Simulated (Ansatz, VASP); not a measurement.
## Two plane-wave programs on HgTe

```xyz
2
Lattice="0.0000 3.2011 3.2011 3.2011 0.0000 3.2011 3.2011 3.2011 0.0000" Properties=species:S:1:pos:R:3 pbc="T T T"
Hg    0.0000    0.0000    0.0000
Te    3.2011    3.2011    3.2011
```

Measurements of this composition are mostly on another form, of space group No. 216.

Alike in both runs: task single point; functional LDA; k mesh 7 × 7 × 7; occupations fermi-dirac, width 0.05 eV; no spin polarisation.

|  | VASP | Ansatz |
| --- | --- | --- |
| version | VASP 6.6.1 | Ansatz 0.2.0 |
| potentials or method | VASP PAW LDA potentials, release 64 (Hg, Te) | Ansatz PAW |
| plane-wave cutoff (eV) | 520 | 420 |
| valence electrons in the cell | 18 | 36 |

```tsv
	VASP	Ansatz	Ansatz less VASP
gap on the k mesh at the Fermi level (eV)	none	none	-
pressure (GPa)	-8.0	-8.2	-0.12
```

A gap of «none» marks a metal or a gap that the smearing closes. The two sets of potentials don't hold the same shells in valence.

Caveats: the PAW data sets come from PBE, with cores solved anew for the run's functional, which leaves a small shift of forces and pressure (Ansatz). The runs have no spin-orbit coupling, so splittings on Hg, Te are missing.
